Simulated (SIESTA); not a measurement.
Ru:

```xyz
2
Lattice="2.7058 0.0000 0.0000 -1.3529 2.3433 0.0000 0.0000 0.0000 4.2819" Properties=species:S:1:pos:R:3 pbc="T T T"
Ru    1.3529    0.7811    3.2114
Ru    0.0000    1.5622    1.0705
```

Base run:

| Property | Result |
| --- | --- |
| Program | SIESTA 5.4.2 |
| Functional | PBE |
| Potentials or basis | PseudoDojo 0.4 standard (PBE files) |
| Basis | SZ (energy shift 0.003 Ry) |
| Grid cutoff | 800 Ry |
| Energy shift | 0.003 Ry |
| k mesh | 11 × 11 × 6 |
| Occupations | fermi-dirac, width 0.05 eV |
| Spin | no spin polarisation |

Its results: band gap on the k mesh none (metal or under the smearing width); pressure 17.5 GPa.

Task: The run is repeated on the same cell with these changes: basis from SZ (energy shift 0.003 Ry) to SZP (energy shift 0.003 Ry). What comes out?

Result: Band gap on the k mesh none (metal or under the smearing width); pressure 14.2 GPa.

Caveats: the basis of atomic orbitals isn't converged, which shifts pressures, moduli and gaps; the basis has no polarisation orbitals (some runs).
